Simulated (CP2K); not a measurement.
## InAs: band structure with r2SCAN

**What was measured.**

From a printed reference work, data compilation, for a bulk crystal of InAs at 4.2 K: band gap 0.418 eV (direct).

The system is InAs.

```xyz
2
Lattice="4.2681 0.0000 0.0000 2.1340 3.6963 0.0000 2.1340 1.2321 3.4849" Properties=species:S:1:pos:R:3 pbc="T T T"
In    0.0000    0.0000    0.0000
As    6.4021    3.6963    2.6137
```

```yaml
Program: CP2K 2026.2
Task: band structure
Functional: r2SCAN
Potentials_or_basis: POTENTIAL_UZH In GTH-SCAN-q13, As GTH-SCAN-q5; TZVP-MOLOPT-SCAN-GTH basis
Density_cutoff: 9184 eV
k_mesh: 8 × 8 × 8
Occupations: fermi-dirac, width 0.05 eV
Spin: no spin polarisation
SCF_solver: diagonalisation with k points
Quickstep_method: GPW
EPS_DEFAULT: 1.0E-10
EPS_SCF: 1.0E-6
MAX_SCF: 100
SCF_GUESS: ATOMIC
k_points_reduced_by_the_point_group: yes
Mesh_centred_on_Gamma: yes
CHOLESKY: OFF
EPS_EIGVAL: 1.0E-7
MIXING_METHOD: BROYDEN_MIXING
MIXING_ALPHA: 0.4
NBUFFER: 8
NGRIDS: 4
Basis_sets: In TZVP-MOLOPT-SCAN-GTH-q13, As TZVP-MOLOPT-SCAN-GTH-q5
Potentials: In GTH-SCAN-q13 of POTENTIAL_UZH, As GTH-SCAN-q5 of POTENTIAL_UZH
ADDED_MOS: "[10]"
Points_a_segment_of_the_path_NPOINTS: 6
Bands_added_on_the_path: 2
REL_CUTOFF_Ry: 60 Ry
MIXING_BETA_1/bohr: 1.5 1/bohr
CUTOFF_of_the_grids: 675 Ry
```

```json
{
  "Pressure": "1.8 GPa",
  "Band gap on the k mesh": "0.16 eV, direct",
  "Band gap along the path": "0.16 eV, direct",
  "Mulliken charges": "In +0.53; As -0.53 e",
  "Hirshfeld charges": "In +0.21; As -0.21 e"
}
```

Levels at the corners of the path, in eV from the valence-band top:
```
point  band 7  band 8  band 9  band 10  band 11  band 12
    Γ    0.00    0.00    0.00     0.16     4.20     4.20
    X   -5.99   -2.43   -2.43     1.83     2.36     9.82
    W   -5.84   -3.06   -2.98     4.56     4.66     5.56
    K   -5.85   -3.39   -2.04     2.42     4.64     7.90
    Γ    0.00    0.00    0.00     0.16     4.20     4.20
    L   -5.93   -1.04   -1.04     1.28     5.06     5.06
    U   -5.85   -3.39   -2.04     2.42     4.64     7.90
    W   -5.84   -3.06   -2.98     4.56     4.66     5.56
    L   -5.93   -1.04   -1.04     1.28     5.06     5.06
    K   -5.85   -3.39   -2.04     2.42     4.64     7.90
    U   -5.85   -3.39   -2.04     2.42     4.64     7.90
    X   -5.99   -2.43   -2.43     1.83     2.36     9.82
```

Run time: 2.4 min on 1 thread of Arm Neoverse V2, on a shared host, peak memory 0.46 GiB.

A measured gap of InAs is 0.418 eV (direct; 4.2 K; a printed reference work, data compilation); the calculated 0.16 eV misses it by -0.26 eV. Spin-orbit coupling on As, In is left out. The value is that of r2SCAN in an atomic basis (POTENTIAL_UZH In GTH-SCAN-q13, As GTH-SCAN-q5; TZVP-MOLOPT-SCAN-GTH basis), whose error adds to the functional's,, without temperature or zero-point motion.

Caveat: Mulliken charges move with the basis; spin-orbit coupling is left out, which moves the levels of the heavy elements; the basis of atomic orbitals isn't converged, which shifts pressures, moduli and gaps.
